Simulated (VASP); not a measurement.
# CdO (Monteponite) (Fm-3m) in VASP: notebook

Aim: see how the results for CdO (Monteponite) move with the level of theory and the settings. Levels: PBE, PBEsol. Tasks: equation of state.

All numbers are computed with VASP 6.6.1; they aren't measurements. Logs are shortened: lines on timing, memory, paths and dates and some standing lists are left out, and cuts for length are marked.

**1. The structure**

The structure is cubic, space group Fm-3m (No. 225). Conventional cell: a = 4.699 Å, b = 4.699 Å, c = 4.699 Å, α = 90.00°, β = 90.00°, γ = 90.00°. Cd (site symmetry m-3m) is surrounded by 6 O at 2.35 Å. O (site symmetry m-3m) has 6 Cd at 2.35 Å as nearest neighbours.

**2. Equation of state, PBE, 12.19 Å³/atom (volume scaled by 0.94)**

The input, INCAR:

```
SYSTEM = CdO
ALGO     = Normal         ! electronic algorithm
EDIFF    = 1E-7           ! SCF threshold, eV
ENCUT    = 520            ! plane-wave cutoff, eV
GGA      = PE             ! functional
ISIF     = 2              ! what is computed and relaxed
ISMEAR   = -1             ! smearing method
LASPH    = .TRUE.         ! aspherical terms in the spheres
LCHARG   = .FALSE.        ! write CHGCAR
LREAL    = .FALSE.        ! projectors in reciprocal space
LWAVE    = .FALSE.        ! write WAVECAR
NBANDS   = 16             ! bands
NELM     = 60             ! most SCF steps
PREC     = Accurate       ! precision mode
SIGMA    = 0.05           ! smearing width, eV
```

The input, KPOINTS:

```
k-points
0
G
  10 10 10
  0 0 0
```

The input, POSCAR:

```
CdO
1.0
    0.0000000000      2.3015375624      2.3015375624
    2.3015375624      0.0000000000      2.3015375624
    2.3015375624      2.3015375624      0.0000000000
Cd O
1 1
Direct
    0.0000000000      0.0000000000      0.0000000000
    0.5000000000      0.5000000000      0.5000000000
```

Potentials or basis: VASP PAW PBE potentials, release 64 (Cd, O).

Started as:

```sh
$ cat potpaw_PBE.64/Cd/POTCAR potpaw_PBE.64/O/POTCAR > POTCAR
$ mpirun -np 1 vasp_std > vasp.out
```

OUTCAR:

```text
SYSTEM = CdO
   EDIFF = 1E-7
   ENCUT = 520
   GGA = PE
   ISIF = 2
   ISMEAR = -1
   LASPH = .TRUE.
   LREAL = .FALSE.
   NELM = 60
   PREC = Accurate

 ion  position               nearest neighbor table
   1  0.000  0.000  0.000-   2 2.30   2 2.30   2 2.30   2 2.30   2 2.30   2 2.30
   2  0.500  0.500  0.500-   1 2.30   1 2.30   1 2.30   1 2.30   1 2.30   1 2.30

  LATTYP: Found a face centered cubic cell.
 ALAT       =     4.6030751248

  Lattice vectors:

 A1 = (   0.0000000000,   2.3015375624,   2.3015375624)
 A2 = (   2.3015375624,   0.0000000000,   2.3015375624)
 A3 = (   2.3015375624,   2.3015375624,   0.0000000000)

Analysis of symmetry for initial positions (statically):
=====================================================================
 Subroutine PRICEL returns:
 Original cell was already a primitive cell.

 Routine SETGRP: Setting up the symmetry group for a
 face centered cubic supercell.

 Subroutine GETGRP returns: Found 48 space group operations
 (whereof 48 operations were pure point group operations)
 out of a pool of 48 trial point group operations.

The static configuration has the point symmetry O_h .

Analysis of symmetry for dynamics (positions and initial velocities):
=====================================================================
 Subroutine PRICEL returns:
 Original cell was already a primitive cell.

 Routine SETGRP: Setting up the symmetry group for a
 face centered cubic supercell.

 Subroutine GETGRP returns: Found 48 space group operations
 (whereof 48 operations were pure point group operations)
 out of a pool of 48 trial point group operations.

The dynamic configuration has the point symmetry O_h .

 Subroutine INISYM returns: Found 48 space group operations
 (whereof 48 operations are pure point group operations),
 and found     1 'primitive' translations

----------------------------------------------------------------------------------------

                                     Primitive cell

  volume of cell :      24.3828

  direct lattice vectors                    reciprocal lattice vectors
     0.000000000  2.301537562  2.301537562    -0.217246074  0.217246074  0.217246074
     2.301537562  0.000000000  2.301537562     0.217246074 -0.217246074  0.217246074
     2.301537562  2.301537562  0.000000000     0.217246074  0.217246074 -0.217246074

  length of vectors
     3.254865635  3.254865635  3.254865635     0.376281238  0.376281238  0.376281238

  position of ions in fractional coordinates (direct lattice)
     0.000000000  0.000000000  0.000000000
     0.500000000  0.500000000  0.500000000

  ion indices of the primitive-cell ions
   primitive index   ion index
                 1           1
                 2           2

----------------------------------------------------------------------------------------

 KPOINTS: k-points

Automatic generation of k-mesh.
 Grid dimensions read from file:
 generate k-points for:   10   10   10

 Generating k-lattice:

  Cartesian coordinates                     Fractional coordinates (reciprocal lattice)
    -0.021724607  0.021724607  0.021724607     0.100000000  0.000000000  0.000000000
     0.021724607 -0.021724607  0.021724607     0.000000000  0.100000000  0.000000000
     0.021724607  0.021724607 -0.021724607     0.000000000  0.000000000  0.100000000

  Length of vectors
     0.037628124  0.037628124  0.037628124

  Shift w.r.t. Gamma in fractional coordinates (k-lattice)
     0.000000000  0.000000000  0.000000000

 Subroutine IBZKPT returns following result:
 ===========================================

 Found     47 irreducible k-points:

 Following reciprocal coordinates:
            Coordinates               Weight
  0.000000  0.000000  0.000000      1.000000
  0.100000  0.000000  0.000000      8.000000
  0.200000  0.000000  0.000000      8.000000
  0.300000  0.000000  0.000000      8.000000
  0.400000  0.000000  0.000000      8.000000
  0.500000  0.000000  0.000000      4.000000
[... 39 lines left out ...]
 -0.300000  0.400000  0.200000     24.000000
 -0.300000  0.500000  0.200000     12.000000
   k-points           NKPTS =     47   k-points in BZ     NKDIM =     47   number of bands    NBANDS=     16
   number of dos      NEDOS =    301   number of ions     NIONS =      2
   total plane-waves  NPLWV =  13824
   dimension x,y,z NGX =    24 NGY =   24 NGZ =   24
   dimension x,y,z NGXF=    48 NGYF=   48 NGZF=   48
   ions per type =               1   1
   NGX,Y,Z   is equivalent  to a cutoff of  12.26, 12.26, 12.26 a.u.
   NGXF,Y,Z  is equivalent  to a cutoff of  24.52, 24.52, 24.52 a.u.
 SYSTEM =  CdO
   PREC   = accura    normal or accurate (medium, high low for compatibility)
   ISTART =      0    job   : 0-new  1-cont  2-samecut
   ICHARG =      2    charge: 1-file 2-atom 10-const
   ISPIN  =      1    spin polarized calculation?
   LNONCOLLINEAR =      F non collinear calculations
   LSORBIT =      F    spin-orbit coupling
   LASPH  =      T    aspherical Exc in radial PAW
   ENCUT  =  520.0 eV  38.22 Ry    6.18 a.u.   6.05  6.05  6.05*2*pi/ulx,y,z
   NELM   =     60;   NELMIN=  2; NELMDL= -5     # of ELM steps
   EDIFF  = 0.1E-06   stopping-criterion for ELM
   LREAL  =      F    real-space projection
   EDIFFG = 0.1E-05   stopping-criterion for IOM
   NSW    =      0    number of steps for IOM
   IBRION =     -1    ionic relax: 0-MD 1-quasi-New 2-CG
   NFREE  =      0    steps in history (QN), initial steepest desc. (CG)
   ISIF   =      2    stress and relaxation
   ISYM   =      2    0-nonsym 1-usesym 2-fastsym
   POTIM  = 0.5000    time-step for ionic-motion
   TEBEG  =    0.0;   TEEND  =   0.0 temperature during run
   PSTRESS=    0.0 pullay stress
   NELECT =      18.0000    total number of electrons
   NUPDOWN=      -1.0000    fix difference up-down
   EMIN   =  10.00;   EMAX   =-10.00  energy-range for DOS
   EFERMI =   0.00;   METHOD = LEGACY
   ISMEAR =    -1;   SIGMA  =   0.05  broadening in eV -4-tet -1-fermi 0-gaus
   EFERMI_NEDOS =   21; number of points for ismear=-14 and -15
   IALGO  =     38    algorithm
   IMIX   =      4    mixing-type and parameters
     AMIX     =   0.40;   BMIX     =  1.00
     AMIX_MAG =   1.60;   BMIX_MAG =  1.00
  volume/ion in A,a.u.               =      12.19        82.27
  Fermi-wavevector in a.u.,A,eV,Ry     =   1.479577  2.795995 29.785172  2.189148
  Thomas-Fermi vector in A             =   2.593718
   LORBIT       =      0    0 simple, 1 ext, 2 COOP (PROOUT), +10 PAW based schemes
   GGA     = PE    functional components
   LHFCALC =     F    Hartree Fock is set to
   AEXX    =    0.0000 exact exchange contribution
   IVDW    =     0    specifies the selected vdW correction
   LEPSILON=     F    determine dielectric tensor
   LRPA    =     F    only Hartree local field effects (RPA)
 non-spin polarized calculation
  energy-cutoff  :      520.00
  volume of cell :       24.38
 maximum number of plane-waves:       666
   NGX = 13   NGY = 13   NGZ = 13

 number of electron      18.0000010 magnetization

 Free energy of the ion-electron system (eV)
  ---------------------------------------------------
  ext. energy  EPLUGINS =         0.00000000
  ---------------------------------------------------
  free energy    TOTEN  =        -7.56880469 eV

  energy without entropy =       -7.56828430  energy(sigma->0) =       -7.56854450

 E-fermi :   2.8181     XC(G=0): -12.0522

 val. band max:        2.6600375237   @ k =   0.5000   0.0000   0.0000
 cond. band min:       3.3487023852   @ k =   0.1000   0.0000   0.0000
 fundamental gap:      0.6886648615
 Fermi energy:         2.8181402955

 k-point     1 :       0.0000    0.0000    0.0000
  band No.  band energies     occupation
      1     -15.2017      2.00000
      2      -4.1870      2.00000
      3      -4.1870      2.00000
      4      -4.1870      2.00000
      5      -3.8368      2.00000
      6      -3.8368      2.00000
[... 8 lines left out ...]
     15      21.7465      0.00000
     16      21.7465      0.00000

 k-point     2 :       0.1000    0.0000    0.0000
  band No.  band energies     occupation
      1     -15.1223      2.00000
      2      -4.2396      2.00000
      3      -4.1702      2.00000
      4      -4.1702      2.00000
      5      -3.9211      2.00000
      6      -3.9211      2.00000
[... 8 lines left out ...]
     15      21.8249      0.00000
     16      21.8249      0.00000

 k-point     3 :       0.2000    0.0000    0.0000
  band No.  band energies     occupation
      1     -14.9064      2.00000
      2      -4.4399      2.00000
      3      -4.3249      2.00000
      4      -4.3249      2.00000
      5      -3.9108      2.00000
      6      -3.9108      2.00000
[... 8 lines left out ...]
     15      22.3550      0.00000
     16      22.3550      0.00000

 k-point     4 :       0.3000    0.0000    0.0000
  band No.  band energies     occupation
      1     -14.6212      2.00000
      2      -4.8228      2.00000
      3      -4.6146      2.00000
      4      -4.6146      2.00000
      5      -3.7495      2.00000
      6      -3.7495      2.00000
[... 8 lines left out ...]
     15      23.3132      0.00000
     16      23.3132      0.00000
[... 628 lines left out ...]
 k-point    38 :      -0.4000    0.3000    0.1000
  band No.  band energies     occupation
      1     -14.3335      2.00000
      2      -4.8001      2.00000
      3      -4.4764      2.00000
      4      -4.4302      2.00000
      5      -3.5347      2.00000
      6      -3.4751      2.00000
[... 8 lines left out ...]
     15      23.6583      0.00000
     16      27.6754      0.00000

 k-point    39 :      -0.3000    0.3000    0.1000
  band No.  band energies     occupation
      1     -14.3318      2.00000
      2      -4.8699      2.00000
      3      -4.5735      2.00000
      4      -4.4388      2.00000
      5      -3.5891      2.00000
      6      -3.4468      2.00000
[... 8 lines left out ...]
     15      22.3896      0.00000
     16      26.7328      0.00000

 k-point    40 :      -0.2000    0.3000    0.1000
  band No.  band energies     occupation
      1     -14.4160      2.00000
      2      -4.8639      2.00000
      3      -4.6131      2.00000
      4      -4.4840      2.00000
      5      -3.7217      2.00000
      6      -3.4467      2.00000
[... 8 lines left out ...]
     15      23.6139      0.00000
     16      25.6722      0.00000

 [... further k-points ...]

------------------------ aborting loop because EDIFF is reached ----------------------------------------

  FORCE on cell =-STRESS in cart. coord.  units (eV):
  Direction    XX          YY          ZZ          XY          YZ          ZX
  --------------------------------------------------------------------------------------
  -------------------------------------------------------------------------------------
  Total        2.9113882      2.9113882      2.9113882     -0.0000000      0.0000000     -0.0000000
  in kB      191.3050805    191.3050805    191.3050805     -0.0000000      0.0000000     -0.0000000
  external PRESSURE =     191.3050805 kB  Pullay stress =       0.0000000 kB

 VOLUME and BASIS-vectors are now :
 -----------------------------------------------------------------------------
  energy-cutoff  :      520.00
  volume of cell :       24.38
      direct lattice vectors                 reciprocal lattice vectors
     0.000000000  2.301537562  2.301537562    -0.217246074  0.217246074  0.217246074
     2.301537562  0.000000000  2.301537562     0.217246074 -0.217246074  0.217246074
     2.301537562  2.301537562  0.000000000     0.217246074  0.217246074 -0.217246074

 POSITION                                       TOTAL-FORCE (eV/Angst)
 -----------------------------------------------------------------------------------
      0.00000      0.00000      0.00000        -0.000000      0.000000      0.000000
      2.30154      2.30154      2.30154         0.000000     -0.000000     -0.000000
 -----------------------------------------------------------------------------------
    total drift:                                0.000000     -0.000000     -0.000000

  FREE ENERGIE OF THE ION-ELECTRON SYSTEM (eV)
  ---------------------------------------------------
  free  energy   TOTEN  =        -7.5688046934 eV

  energy  without entropy=       -7.5682843045  energy(sigma->0) =       -7.56854450
```

Run time: 7.2 s. Hardware: 1 thread of Intel Xeon 6975P-C (Granite Rapids), shared host; peak memory 0.14 GiB.

What came out:

```yaml
Free_energy: -7.5688 eV
Pressure: 19.1 GPa
Band_gap_on_the_k_mesh: none (metal or under the smearing width)
```

**3. Equation of state, PBE, 12.45 Å³/atom (volume scaled by 0.96)**

The input, INCAR:

```
SYSTEM = CdO
  ALGO = Normal
  EDIFF = 1E-7
  ENCUT = 520
  GGA = PE
  ISIF = 2
  ISMEAR = -1
  LASPH = .True.
  LCHARG = .False.
  LREAL = .False.
  LWAVE = .False.
  NBANDS = 16
  NELM = 60
  PREC = Accurate
  SIGMA = 0.05
```

The input, KPOINTS:

```
k-points
0
Gamma
  10 10 10
  0 0 0
```

The input, POSCAR:

```
CdO
1.0
    0.0000000000      2.3177461075      2.3177461075
    2.3177461075      0.0000000000      2.3177461075
    2.3177461075      2.3177461075      0.0000000000
Cd O
1 1
Direct
    0.0000000000      0.0000000000      0.0000000000
    0.5000000000      0.5000000000      0.5000000000
```

Potentials or basis: VASP PAW PBE potentials, release 64 (Cd, O).

Started as:

```sh
$ cat potpaw_PBE.64/Cd/POTCAR potpaw_PBE.64/O/POTCAR > POTCAR
$ mpirun -np 1 vasp_std > vasp.out
```

It took 6.5 s on 1 thread of Intel Xeon 6975P-C (Granite Rapids), shared host; peak memory 0.14 GiB.

The run converged. Its results:

* Free energy: -7.6242 eV
* Pressure: 14.8 GPa
* Band gap on the k mesh: none (metal or under the smearing width)

**4. Equation of state, PBE, 12.71 Å³/atom (volume scaled by 0.98)**

The input, INCAR:

```
PREC = Accurate
ENCUT = 520
EDIFF = 1E-7
ISMEAR = -1
SIGMA = 0.05
LREAL = F
LASPH = T
NELM = 80
ALGO = Normal
ISIF = 2
LWAVE = F
LCHARG = F
GGA = PE
NBANDS = 16
```

The input, KPOINTS:

```
Automatic mesh
0
Gamma
  10 10 10
```

The input, POSCAR:

```
CdO
1.0
    0.0000000000      2.3337310685      2.3337310685
    2.3337310685      0.0000000000      2.3337310685
    2.3337310685      2.3337310685      0.0000000000
Cd O
1 1
Direct
    0.0000000000      0.0000000000      0.0000000000
    0.5000000000      0.5000000000      0.5000000000
```

Started as:

```sh
$ cat potpaw_PBE.64/Cd/POTCAR potpaw_PBE.64/O/POTCAR > POTCAR
$ mpirun -np 1 vasp_std > vasp.out
```

Run time: 11 s. Hardware: 1 thread of Intel Xeon 6975P-C (Granite Rapids), shared host; peak memory 0.16 GiB.

It converged, with:

```yaml
Free_energy: -7.6664 eV
Pressure: 11.0 GPa
Band_gap_on_the_k_mesh: none (metal or under the smearing width)
```

**5. Equation of state, PBE, 13.23 Å³/atom (volume scaled by 1.02)**

The input, INCAR:

```
SYSTEM = CdO
ALGO = Normal
EDIFF = 1E-7
ENCUT = 520
GGA = PE
ISIF = 2
ISMEAR = -1
LASPH = .TRUE.
LCHARG = .FALSE.
LREAL = .FALSE.
LWAVE = .FALSE.
NBANDS = 16
NELM = 80
PREC = Accurate
SIGMA = 0.05
```

The input, KPOINTS:

```
k-points
0
G
  10 10 10
  0 0 0
```

The input, POSCAR:

```
CdO
1.0
    0.0000000000      2.3650600561      2.3650600561
    2.3650600561      0.0000000000      2.3650600561
    2.3650600561      2.3650600561      0.0000000000
Cd O
1 1
Direct
    0.0000000000      0.0000000000      0.0000000000
    0.5000000000      0.5000000000      0.5000000000
```

Started as:

```sh
$ cat potpaw_PBE.64/Cd/POTCAR potpaw_PBE.64/O/POTCAR > POTCAR
$ mpirun -np 1 vasp_std > vasp.out
```

It took 11 s on 1 thread of Intel Xeon 6975P-C (Granite Rapids), shared host; peak memory 0.16 GiB.

Results (log left out):

| Quantity | Value |
| --- | --- |
| Free energy | -7.7168 eV |
| Pressure | 4.5 GPa |
| Band gap on the k mesh | none (metal or under the smearing width) |

**6. Equation of state, PBE, 13.49 Å³/atom (volume scaled by 1.04)**

The input, INCAR:

```
  ALGO = Normal
  EDIFF = 1E-7
  ENCUT = 520
  GGA = PE
  ISIF = 2
  ISMEAR = -1
  LASPH = True
  LCHARG = False
  LREAL = False
  LWAVE = False
  NBANDS = 16
  NELM = 60
  PREC = Accurate
  SIGMA = 0.05
```

The input, KPOINTS:

```
k-points
0
Gamma
  10 10 10
```

The input, POSCAR:

```
CdO
1.0
    0.0000000000      2.3804180193      2.3804180193
    2.3804180193      0.0000000000      2.3804180193
    2.3804180193      2.3804180193      0.0000000000
Cd O
1 1
Direct
    0.0000000000      0.0000000000      0.0000000000
    0.5000000000      0.5000000000      0.5000000000
```

Potentials or basis: VASP PAW PBE potentials, release 64 (Cd, O).

Started as:

```sh
$ cat potpaw_PBE.64/Cd/POTCAR potpaw_PBE.64/O/POTCAR > POTCAR
$ mpirun -np 1 vasp_std > vasp.out
```

Run time: 12 s. Hardware: 1 thread of Intel Xeon 6975P-C (Granite Rapids), shared host; peak memory 0.16 GiB.

Results (log left out):

| Property | Result |
| --- | --- |
| Free energy | -7.7274 eV |
| Pressure | 1.8 GPa |
| Band gap on the k mesh | none (metal or under the smearing width) |

**7. Equation of state, PBE, 13.75 Å³/atom (volume scaled by 1.06)**

The input, INCAR:

```
ALGO     = Normal         # electronic algorithm
EDIFF    = 1E-7           # SCF threshold, eV
ENCUT    = 520            # plane-wave cutoff, eV
GGA      = PE             # functional
ISIF     = 2              # what is computed and relaxed
ISMEAR   = -1             # smearing method
LASPH    = True           # aspherical terms in the spheres
LCHARG   = False          # write CHGCAR
LREAL    = False          # projectors in reciprocal space
LWAVE    = False          # write WAVECAR
NBANDS   = 16             # bands
NELM     = 80             # most SCF steps
PREC     = Accurate       # precision mode
SIGMA    = 0.05           # smearing width, eV
```

KPOINTS is that of step 6.

The input, POSCAR:

```
CdO
1.0
    0.0000000000      2.3955803263      2.3955803263
    2.3955803263      0.0000000000      2.3955803263
    2.3955803263      2.3955803263      0.0000000000
Cd O
1 1
Direct
    0.0000000000      0.0000000000      0.0000000000
    0.5000000000      0.5000000000      0.5000000000
```

Started as:

```sh
$ cat potpaw_PBE.64/Cd/POTCAR potpaw_PBE.64/O/POTCAR > POTCAR
$ mpirun -np 1 vasp_std > vasp.out
```

It took 11 s on 1 thread of Intel Xeon 6975P-C (Granite Rapids), shared host; peak memory 0.16 GiB.

Results (log left out):

```
Free energy            : -7.7296 eV
Pressure               : -0.7 GPa
Band gap on the k mesh : none (metal or under the smearing width)
```

**8. Equation of state, PBE**

Potentials or basis: VASP PAW PBE potentials, release 64 (Cd, O).

No new run: the results of the series are fitted here.

What came out:

```
Equilibrium volume                      : 13.69 Å³/atom
Bulk modulus                            : 126 GPa
Pressure derivative of the bulk modulus : 4.8
```

Energy against volume, from the lowest point:
```
volume (Å³/atom)  energy (meV/atom)
          12.191              80.39
          12.451              52.72
          12.710              31.61
          12.970              16.38
          13.229               6.38
          13.488               1.07
          13.748               0.00
```

PBE usually gives volumes a little too large and moduli too small. Zero-point motion and thermal expansion aren't in these numbers.

[end of part 1 of 2]
